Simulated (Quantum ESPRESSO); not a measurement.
# Ni under changes of volume

One of the cells (10.597 Å³/atom); the others are scaled copies at fixed shape and fractional positions:

```xyz
1
Lattice="-1.3837 1.3837 1.3837 1.3837 -1.3837 1.3837 1.3837 1.3837 -1.3837" Properties=species:S:1:pos:R:3 pbc="T T T"
Ni    0.0000    0.0000    0.0000
```

This isn't the form of Ni at room conditions, which is fcc.

| Item | Value |
| --- | --- |
| Program | Quantum ESPRESSO 7.5 |
| Functional | LDA |
| Potentials or basis | GBRV 1.5 LDA |
| Cutoff | 612 eV |
| Density cutoff | 4898 eV |
| k mesh | 13 × 13 × 13 |
| Occupations | fermi-dirac, width 0.05 eV |
| Spin | collinear spin, ferromagnetic start |
| Starting moments | [1.0] μB |

```csv
volume (Å³/atom),energy over the lowest point (meV/atom),pressure (GPa),moment (μB per cell)
9.962,2.01,3.7,0.50
10.174,0.00,-1.5,0.55
10.385,4.52,-6.1,0.57
10.597,14.92,-10.2,0.59
10.809,?,?,?
11.021,50.75,-17.0,0.61
11.233,75.00,-20.0,0.62
```

What does the run at 10.809 Å³/atom give?

Energy over the lowest point 30.55 meV/atom; pressure -13.9 GPa; moment 0.60 μB per cell.

Worked out: A Birch-Murnaghan fit of order 3 (a polynomial in V^(-2/3)) to the other rows has its minimum at 10.13 Å³/atom with B0 = V·E''(V) = 245 GPa and B' = 4.8. It gives 30.53 meV/atom at 10.809 Å³/atom, against the run's 30.55, and -dE/dV = -13.6 GPa, against -13.9. A parabola through the other rows of the moment, of slope 0.0545 μB per Å³/atom there, gives 0.61 μB, against the run's 0.60.

Energies are extrapolated to zero smearing.
